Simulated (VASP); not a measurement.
Write the native input for VASP 6.6.1 that does the following.

| Property | Result |
| --- | --- |
| Task | band structure |
| Functional | LDA |
| Potentials or basis | VASP PAW LDA potentials, release 64 (Se, Mg) |
| Cutoff | 520 eV |
| k mesh | 8 × 8 × 8 |
| Occupations | gaussian, width 0.02 eV |
| Spin | no spin polarisation |
| Ladder | gaps |
| Further INCAR settings | ALGO = Normal; EDIFF = 1e-06; NBANDS = 11 |

The structure of MgSe lies in POSCAR:

```
MgSe
1.0
    0.0000000000      2.7255000000      2.7255000000
    2.7255000000      0.0000000000      2.7255000000
    2.7255000000      2.7255000000      0.0000000000
Se Mg
1 1
Direct
    0.5000000000      0.5000000000      0.5000000000
    0.0000000000      0.0000000000      0.0000000000
```

These files were run (other wordings do the same):

INCAR

```
  ALGO = Normal
  EDIFF = 1E-6
  ENCUT = 520
  GGA = CA
  ISIF = 2
  ISMEAR = 0
  LASPH = T
  LCHARG = F
  LREAL = F
  LWAVE = F
  NBANDS = 11
  NELM = 80
  PREC = Accurate
  SIGMA = 0.02
```

KPOINTS

```
k-points
0
Gamma
  8 8 8
```

KPOINTS_OPT

```
path GXWKGLUWLK,UX
15
line-mode
reciprocal
 0.0000000000  0.0000000000  0.0000000000  G
 0.5000000000  0.0000000000  0.5000000000  X

 0.5000000000  0.0000000000  0.5000000000  X
 0.5000000000  0.2500000000  0.7500000000  W

 0.5000000000  0.2500000000  0.7500000000  W
 0.3750000000  0.3750000000  0.7500000000  K

 0.3750000000  0.3750000000  0.7500000000  K
 0.0000000000  0.0000000000  0.0000000000  G

 0.0000000000  0.0000000000  0.0000000000  G
 0.5000000000  0.5000000000  0.5000000000  L

 0.5000000000  0.5000000000  0.5000000000  L
 0.6250000000  0.2500000000  0.6250000000  U

 0.6250000000  0.2500000000  0.6250000000  U
 0.5000000000  0.2500000000  0.7500000000  W

 0.5000000000  0.2500000000  0.7500000000  W
 0.5000000000  0.5000000000  0.5000000000  L

 0.5000000000  0.5000000000  0.5000000000  L
 0.3750000000  0.3750000000  0.7500000000  K

 0.6250000000  0.2500000000  0.6250000000  U
 0.5000000000  0.0000000000  0.5000000000  X
```

Potentials or basis: VASP PAW LDA potentials, release 64 (Se, Mg).

Run with:

```sh
$ cat potpaw_LDA.64/Se/POTCAR potpaw_LDA.64/Mg/POTCAR > POTCAR
$ mpirun -np 1 vasp_std > vasp.out
```

Results of the run:

```json
{
 "Pressure": "-2.4 GPa",
 "Band gap on the k mesh": "1.65 eV, indirect (least direct gap 2.40 eV)",
 "Band gap along the path": "1.65 eV, indirect (least direct gap 2.40 eV)"
}
```

It took 68 s on 1 thread of Intel(R) Xeon(R) Platinum 8375C CPU @ 2.90GHz (Ice Lake), with other jobs on the host, peak memory 0.16 GiB.
